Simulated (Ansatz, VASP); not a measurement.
# Ga in VASP and in Ansatz

```
CELL_PARAMETERS angstrom
2.67078 0.00000 0.00000
0.00000 2.67078 0.00000
0.00000 0.00000 2.67078
ATOMIC_POSITIONS crystal
Ga 0.00000 0.00000 0.00000
```

Alike in both runs: functional r2SCAN; k mesh 20 × 20 × 20; occupations gaussian, width 0.1 eV; no spin polarisation.

Ansatz relaxed the structure, and its values are those at the end. VASP's run is a single point on that final structure, the one shown.

```csv
,VASP,Ansatz
version,VASP 6.6.1,Ansatz 0.2.0
potentials or method,"VASP PAW PBE potentials, release 64 (Ga_d)","scalar-relativistic, plane waves, PAW"
plane-wave cutoff (eV),520,500
valence electrons in the cell,13,13
```

|  | VASP | Ansatz | Ansatz less VASP |
| --- | --- | --- | --- |
| gap on the k mesh at the Fermi level (eV) | none | none | - |
| pressure (GPa) | 0.0 | 0.0 | +0.01 |

A gap of «none» marks a metal or a gap that the smearing closes. The functional is the same, so the differences come from potentials, cutoffs and numerics.

Caveats: the PAW data sets were made with another functional, which shifts forces and pressure a little (VASP).
